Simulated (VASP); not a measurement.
Crystal: MnS.

```xyz
4
Lattice="4.3057 0.0000 0.0000 0.0000 4.3057 0.0000 0.0000 0.0000 5.3606" Properties=species:S:1:pos:R:3 pbc="T T T"
Mn    0.0000    2.1528    0.0000
Mn    2.1528    0.0000    2.6803
S     0.0000    0.0000    1.3401
S     0.0000    0.0000    4.0204
```

Measurements of this composition are mostly on another form, of space group No. 225.

Base run:

| Quantity | Value |
| --- | --- |
| Program | VASP 6.6.1 |
| Functional | PBEsol |
| Potentials or basis | VASP PAW PBE potentials, release 64 (Mn_pv, S) |
| Cutoff | 520 eV |
| k mesh | 5 × 5 × 4 |
| Occupations | gaussian, width 0.05 eV |
| Spin | collinear spin, random start |
| Starting moments | [-3.49, 2.53, 0.0, 0.0] μB |
| Hubbard terms | Mn d U = 3 eV |

Its results: band gap on the k mesh none (metal or under the smearing width); pressure -2.4 GPa.

Task: The run is repeated on the same cell with these changes: spin from collinear spin, random start to no spin polarisation; further incar settings from ALGO = Normal; EDIFF = 1e-06; NBANDS = 31 to ALGO = Fast; EDIFF = 1e-07. What comes out?

Result: Band gap on the k mesh none (metal or under the smearing width); pressure -16.7 GPa.

Caveats: the PAW data sets were made with another functional, which shifts forces and pressure a little; U without spin polarisation on a metal has little footing (some runs).

Not every run made on this cell is shown here.
